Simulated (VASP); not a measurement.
# Ru in VASP: further runs

One slab, Ru, is run at these levels: PBEsol, RPBE, revPBE; tasks: relaxation of the atoms.

Program: VASP 6.6.1. These are calculated values, not measurements. Logs are shortened: lines on timing, memory, paths and dates and some standing lists are left out, and cuts for length are marked.

## (1) The structure

The cell holds a slab with vacuum, 6 atoms: a = 2.706 Å, b = 2.706 Å, c = 25.705 Å, α = 90.00°, β = 90.00°, γ = 120.00°.

The slab is cut from a database's or a generator's crystal, which needn't be the stable form of the element.

## (2) Relaxation of the atoms, PBEsol

The input, INCAR:

```
PREC = Accurate ; ENCUT = 520
EDIFF = 1E-6 ; ISMEAR = -1
SIGMA = 0.05 ; LREAL = F
LASPH = T ; NELM = 60
ALGO = Fast ; ISIF = 2
LWAVE = F ; LCHARG = F
LDIPOL = T ; IDIPOL = 3
DIPOL = 0.5 0.5 0.500 ; GGA = PS
IBRION = 2 ; NSW = 40
EDIFFG = -0.01
```

The input, KPOINTS:

```
Automatic mesh
0
Gamma
  8 8 1
```

The input, POSCAR:

```
Ru
1.0
    2.7057993342      0.0000000000      0.0000000000
   -1.3528996671      2.3432909610      0.0000000000
    0.0000000000      0.0000000000     25.7047500000
Ru
6
Selective dynamics
Direct
    0.6666666667      0.3333333334      0.2917748665  F F F
    0.3333333333      0.6666666666      0.3750649199  F F F
    0.6666666667      0.3333333334      0.4583549733  F F F
    0.3333333333      0.6666666666      0.5416450267  T T T
    0.6666666667      0.3333333334      0.6249350801  T T T
    0.3333333333      0.6666666666      0.7082251335  T T T
```

Potentials or basis: VASP PAW PBE potentials, release 64 (Ru_pv).

On the command line:

```console
$ cat potpaw_PBE.64/Ru_pv/POTCAR > POTCAR
$ mpirun -np 1 vasp_std > vasp.out
```

OUTCAR:

```text
PREC = Accurate
   ENCUT = 520
   EDIFF = 1E-6
   ISMEAR = -1
   LREAL = F
   LASPH = T
   NELM = 60
   ISIF = 2
   GGA = PS
   IBRION = 2
   NSW = 40
   EDIFFG = -0.01

 ion  position               nearest neighbor table
   1  0.667  0.333  0.292-   2 2.65   2 2.65   2 2.65
   2  0.333  0.667  0.375-   1 2.65   3 2.65   1 2.65   3 2.65   1 2.65   3 2.65
   3  0.667  0.333  0.458-   2 2.65   2 2.65   4 2.65   4 2.65   2 2.65   4 2.65
   4  0.333  0.667  0.542-   5 2.65   5 2.65   3 2.65   3 2.65   5 2.65   3 2.65
   5  0.667  0.333  0.625-   4 2.65   6 2.65   4 2.65   6 2.65   4 2.65   6 2.65
   6  0.333  0.667  0.708-   5 2.65   5 2.65   5 2.65

  LATTYP: Found a hexagonal cell.
 ALAT       =     2.7057993342
 C/A-ratio  =     9.4998729858

  Lattice vectors:

 A1 = (   2.7057993342,   0.0000000000,   0.0000000000)
 A2 = (  -1.3528996671,   2.3432909610,   0.0000000000)
 A3 = (   0.0000000000,   0.0000000000,  25.7047500000)

Analysis of symmetry for initial positions (statically):
=====================================================================
 Subroutine PRICEL returns:
 Original cell was already a primitive cell.

 Routine SETGRP: Setting up the symmetry group for a
 hexagonal supercell.

 Subroutine GETGRP returns: Found 12 space group operations
 (whereof 12 operations were pure point group operations)
 out of a pool of 24 trial point group operations.

The static configuration has the point symmetry D_3d.

Analysis of symmetry for dynamics (positions and initial velocities):
=====================================================================
 Subroutine PRICEL returns:
 Original cell was already a primitive cell.

 Routine SETGRP: Setting up the symmetry group for a
 hexagonal supercell.

 Subroutine GETGRP returns: Found 12 space group operations
 (whereof 12 operations were pure point group operations)
 out of a pool of 24 trial point group operations.

The dynamic configuration has the point symmetry D_3d.

Analysis of constrained symmetry for selective dynamics:
=====================================================================
 Subroutine PRICEL returns:
 Original cell was already a primitive cell.

 Routine SETGRP: Setting up the symmetry group for a
 hexagonal supercell.

 Subroutine GETGRP returns: Found  6 space group operations
 (whereof  6 operations were pure point group operations)
 out of a pool of 24 trial point group operations.

The constrained configuration has the point symmetry C_3v.

 Subroutine INISYM returns: Found  6 space group operations
 (whereof  6 operations are pure point group operations),
 and found     1 'primitive' translations

----------------------------------------------------------------------------------------

                                     Primitive cell

  volume of cell :     162.9803

  direct lattice vectors                    reciprocal lattice vectors
     2.705799334  0.000000000  0.000000000     0.369576556  0.213375124  0.000000000
    -1.352899667  2.343290961  0.000000000     0.000000000  0.426750249  0.000000000
     0.000000000  0.000000000 25.704750000     0.000000000  0.000000000  0.038903316

  length of vectors
     2.705799334  2.705799334 25.704750000     0.426750249  0.426750249  0.038903316

  position of ions in fractional coordinates (direct lattice)
     0.666666667  0.333333333  0.291774866
     0.333333333  0.666666667  0.375064920
     0.666666667  0.333333333  0.458354973
     0.333333333  0.666666667  0.541645027
     0.666666667  0.333333333  0.624935080
     0.333333333  0.666666667  0.708225134

  ion indices of the primitive-cell ions
   primitive index   ion index
                 1           1
                 2           2
                 3           3
                 4           4
                 5           5
                 6           6

----------------------------------------------------------------------------------------

 KPOINTS: Automatic mesh

Automatic generation of k-mesh.
 Grid dimensions read from file:
 generate k-points for:    8    8    1

 Generating k-lattice:

  Cartesian coordinates                     Fractional coordinates (reciprocal lattice)
     0.046197070  0.026671891  0.000000000     0.125000000  0.000000000  0.000000000
     0.000000000  0.053343781  0.000000000     0.000000000  0.125000000  0.000000000
     0.000000000  0.000000000  0.038903316     0.000000000  0.000000000  1.000000000

  Length of vectors
     0.053343781  0.053343781  0.038903316

  Shift w.r.t. Gamma in fractional coordinates (k-lattice)
     0.000000000  0.000000000  0.000000000

 Subroutine IBZKPT returns following result:
 ===========================================

 Found     10 irreducible k-points:

 Following reciprocal coordinates:
            Coordinates               Weight
  0.000000  0.000000  0.000000      1.000000
  0.125000 -0.000000  0.000000      6.000000
  0.250000 -0.000000  0.000000      6.000000
  0.375000 -0.000000  0.000000      6.000000
  0.500000 -0.000000  0.000000      3.000000
  0.125000  0.125000  0.000000      6.000000
  0.250000  0.125000  0.000000     12.000000
  0.375000  0.125000  0.000000     12.000000
  0.250000  0.250000  0.000000      6.000000
  0.375000  0.250000  0.000000      6.000000
   k-points           NKPTS =     10   k-points in BZ     NKDIM =     10   number of bands    NBANDS=     50
   number of dos      NEDOS =    301   number of ions     NIONS =      6
   total plane-waves  NPLWV =  76800
   dimension x,y,z NGX =    20 NGY =   20 NGZ =  192
   dimension x,y,z NGXF=    40 NGYF=   40 NGZF=  384
   ions per type =               6
   NGX,Y,Z   is equivalent  to a cutoff of  12.29, 12.29, 12.42 a.u.
   NGXF,Y,Z  is equivalent  to a cutoff of  24.58, 24.58, 24.84 a.u.
 SYSTEM =  unknown system
   PREC   = accura    normal or accurate (medium, high low for compatibility)
   ISTART =      0    job   : 0-new  1-cont  2-samecut
   ICHARG =      2    charge: 1-file 2-atom 10-const
   ISPIN  =      1    spin polarized calculation?
   LNONCOLLINEAR =      F non collinear calculations
   LSORBIT =      F    spin-orbit coupling
   LASPH  =      T    aspherical Exc in radial PAW
   ENCUT  =  520.0 eV  38.22 Ry    6.18 a.u.   5.03  5.03 47.79*2*pi/ulx,y,z
   NELM   =     60;   NELMIN=  2; NELMDL= -5     # of ELM steps
   EDIFF  = 0.1E-05   stopping-criterion for ELM
   LREAL  =      F    real-space projection
   EDIFFG = -.1E-01   stopping-criterion for IOM
   NSW    =     40    number of steps for IOM
   IBRION =      2    ionic relax: 0-MD 1-quasi-New 2-CG
   NFREE  =      1    steps in history (QN), initial steepest desc. (CG)
   ISIF   =      2    stress and relaxation
   ISYM   =      2    0-nonsym 1-usesym 2-fastsym
   POTIM  = 0.5000    time-step for ionic-motion
   TEBEG  =    0.0;   TEEND  =   0.0 temperature during run
   PSTRESS=    0.0 pullay stress
   NELECT =      84.0000    total number of electrons
   NUPDOWN=      -1.0000    fix difference up-down
   EMIN   =  10.00;   EMAX   =-10.00  energy-range for DOS
   EFERMI =   0.00;   METHOD = LEGACY
   ISMEAR =    -1;   SIGMA  =   0.05  broadening in eV -4-tet -1-fermi 0-gaus
   EFERMI_NEDOS =   21; number of points for ismear=-14 and -15
   IALGO  =     68    algorithm
   IMIX   =      4    mixing-type and parameters
     AMIX     =   0.40;   BMIX     =  1.00
     AMIX_MAG =   1.60;   BMIX_MAG =  1.00
  volume/ion in A,a.u.               =      27.16       183.31
  Fermi-wavevector in a.u.,A,eV,Ry     =   1.312571  2.480400 23.440703  1.722843
  Thomas-Fermi vector in A             =   2.442954
   LORBIT       =      0    0 simple, 1 ext, 2 COOP (PROOUT), +10 PAW based schemes
   GGA     = PS    functional components
   LHFCALC =     F    Hartree Fock is set to
   AEXX    =    0.0000 exact exchange contribution
   IVDW    =     0    specifies the selected vdW correction
   LEPSILON=     F    determine dielectric tensor
   LRPA    =     F    only Hartree local field effects (RPA)
 conjugate gradient relaxation of ions
 non-spin polarized calculation
 RMM-DIIS sequential band-by-band and
  energy-cutoff  :      520.00
  volume of cell :      162.98
 maximum number of plane-waves:      4425
 NGX is ok and might be reduce to    20
   NGX =  9   NGY =  9   NGZ = 95

--------------------------------------- Ionic step        1  -------------------------------------------

 number of electron      84.0000027 magnetization

 Free energy of the ion-electron system (eV)
  ---------------------------------------------------
  ext. energy  EPLUGINS =         0.00000000
  ---------------------------------------------------
  free energy    TOTEN  =       -58.52616966 eV

  energy without entropy =      -58.46558540  energy(sigma->0) =      -58.49587753

------------------------ aborting loop because EDIFF is reached ----------------------------------------

 vacuum level on the upper side and lower side of the slab       (xc-potential included)        -0.211        -0.210

  FORCE on cell =-STRESS in cart. coord.  units (eV):
  Direction    XX          YY          ZZ          XY          YZ          ZX
  --------------------------------------------------------------------------------------
  -------------------------------------------------------------------------------------
  Total       -6.9627519     -6.9627519     -6.5251248      0.0000000      0.0000000      0.0000000
  in kB      -68.4472994    -68.4472994    -64.1452078      0.0000000      0.0000000      0.0000000
  external PRESSURE =     -67.0132689 kB  Pullay stress =       0.0000000 kB
[... 301 lines left out ...]
  FREE ENERGIE OF THE ION-ELECTRON SYSTEM (eV)
  ---------------------------------------------------
  free  energy   TOTEN  =       -58.5988247567 eV

  energy  without entropy=      -58.5456007691  energy(sigma->0) =      -58.57221276

 dipolmoment           0.000000      0.000000      0.005355 electrons x Angstroem

--------------------------------------- Ionic step        9  -------------------------------------------

 number of electron      84.0000024 magnetization

 dipolmoment           0.000000      0.000000     -0.002932 electrons x Angstroem

 Free energy of the ion-electron system (eV)
  ---------------------------------------------------
  ext. energy  EPLUGINS =         0.00000000
  ---------------------------------------------------
  free energy    TOTEN  =       -58.59953525 eV

  energy without entropy =      -58.54652083  energy(sigma->0) =      -58.57302804

 E-fermi :   3.7949     XC(G=0):  -7.8869

 val. band max:        3.7747483870   @ k =   0.1250   0.1250   0.0000
 cond. band min:       3.7967754595   @ k =   0.1250   0.1250   0.0000
 fundamental gap:      0.0220270726
 Fermi energy:         3.7948737609

 k-point     1 :       0.0000    0.0000    0.0000
  band No.  band energies     occupation
      1     -39.8406      2.00000
      2     -39.6556      2.00000
      3     -39.2947      2.00000
      4     -39.0255      2.00000
      5     -39.0255      2.00000
      6     -38.9355      2.00000
[... 519 lines left out ...]
     49       9.9040      0.00000
     50      10.4097      0.00000

------------------------ aborting loop because EDIFF is reached ----------------------------------------

 vacuum level on the upper side and lower side of the slab       (xc-potential included)        -0.060         0.022

  FORCE on cell =-STRESS in cart. coord.  units (eV):
  Direction    XX          YY          ZZ          XY          YZ          ZX
  --------------------------------------------------------------------------------------
  -------------------------------------------------------------------------------------
  Total       -6.0170288     -6.0170288     -3.4011190     -0.0000000      0.0000000      0.0000000
  in kB      -59.1503728    -59.1503728    -33.4346837     -0.0000000      0.0000000      0.0000000
  external PRESSURE =     -50.5784764 kB  Pullay stress =       0.0000000 kB
[... 21 lines left out ...]
  FREE ENERGIE OF THE ION-ELECTRON SYSTEM (eV)
  ---------------------------------------------------
  free  energy   TOTEN  =       -58.5995352483 eV

  energy  without entropy=      -58.5465208270  energy(sigma->0) =      -58.57302804

 reached required accuracy - stopping structural energy minimisation

 vacuum level on the upper side and lower side of the slab         8.938         9.022
```

Wall time 12 min (1 thread of Intel Xeon Platinum 8488C (Sapphire Rapids), shared host); peak memory 0.29 GiB.

What came out:

```yaml
Free_energy: -58.5995 eV
Energy_gained_by_relaxing: 12.2 meV/atom
Ionic_steps: 9
Band_gap_on_the_k_mesh: none (metal or under the smearing width)
```

The path:
| step | energy change (eV) | largest force (eV/Å) | pressure (GPa) |
| --- | --- | --- | --- |
| 1 | 0.0000 | 1.1742 | -6.70 |
| 2 | -0.0620 | 1.1586 | -5.92 |
| 3 | -0.0625 | 1.1565 | -5.83 |
| 4 | -0.0678 | 1.1696 | -5.70 |
| 5 | -0.0684 | 1.1752 | -5.62 |
| 6 | -0.0697 | 1.1741 | -5.55 |
| 7 | -0.0723 | 1.1718 | -5.31 |
| 8 | -0.0727 | 1.1664 | -4.83 |
| 9 | -0.0734 | 1.1698 | -5.06 |

Final structure:
```
CELL_PARAMETERS angstrom
2.70580 0.00000 0.00000
-1.35290 2.34329 0.00000
0.00000 0.00000 25.70475
ATOMIC_POSITIONS crystal
Ru 0.66667 0.33333 0.29177
Ru 0.33333 0.66667 0.37506
Ru 0.66667 0.33333 0.45836
Ru 0.33333 0.66667 0.54182
Ru 0.66667 0.33333 0.62457
Ru 0.33333 0.66667 0.70354
```

Caveat: the PAW data sets were made with another functional, which shifts forces and pressure a little.

## (3) Relaxation of the atoms, RPBE

Edit INCAR of step 2 so:

```diff
@@ -7,3 +7,3 @@
 LDIPOL = T ; IDIPOL = 3
-DIPOL = 0.5 0.5 0.500 ; GGA = PS
+DIPOL = 0.5 0.5 0.500 ; GGA = RP
 IBRION = 2 ; NSW = 40
```

KPOINTS is that of step 2.

POSCAR is that of step 2.

Potentials or basis: VASP PAW PBE potentials, release 64 (Ru_pv).

On the command line:

```console
$ cat potpaw_PBE.64/Ru_pv/POTCAR > POTCAR
$ mpirun -np 1 vasp_std > vasp.out
```

Run time: 11 min. Hardware: 1 thread of Intel Xeon Platinum 8488C (Sapphire Rapids), shared host; peak memory 0.29 GiB.

Results (log left out):

```yaml
Free_energy: -49.6405 eV
Energy_gained_by_relaxing: 7.0 meV/atom
Ionic_steps: 10
Band_gap_on_the_k_mesh: none (metal or under the smearing width)
```

The path:
```csv
step,energy change (eV),largest force (eV/Å),pressure (GPa)
1,0.0000,0.8418,0.57
2,-0.0297,0.7818,0.90
3,-0.0300,0.7749,0.95
4,-0.0339,0.7595,0.88
5,-0.0350,0.7458,0.84
6,-0.0374,0.7391,0.70
7,-0.0414,0.7190,0.28
8,-0.0418,0.7112,0.12
9,-0.0418,0.7101,0.11
10,-0.0418,0.7079,0.10
```

Final structure:
```yaml
crystal:
  lattice:
    - [2.70580, 0.00000, 0.00000]
    - [-1.35290, 2.34329, 0.00000]
    - [0.00000, 0.00000, 25.70475]
  atoms:
    - { symbol: Ru, position: [0.66667, 0.33333, 0.29177] }
    - { symbol: Ru, position: [0.33333, 0.66667, 0.37506] }
    - { symbol: Ru, position: [0.66667, 0.33333, 0.45836] }
    - { symbol: Ru, position: [0.33333, 0.66667, 0.54434] }
    - { symbol: Ru, position: [0.66667, 0.33333, 0.62887] }
    - { symbol: Ru, position: [0.33333, 0.66667, 0.70974] }
```

Levels at points of the mesh, in eV from the Fermi level:
| k point | band 39 | band 40 | band 41 | band 42 | band 43 | band 44 |
| --- | --- | --- | --- | --- | --- | --- |
| (0.00, 0.00, 0.00) | -1.85 | -1.85 | -0.95 | -0.95 | -0.81 | -0.43 |
| (0.50, 0.00, 0.00) | 0.77 | 0.86 | 1.19 | 1.44 | 1.48 | 1.59 |

Caveat: the PAW data sets were made with another functional, which shifts forces and pressure a little.

(Continued in part 2 of 2.)
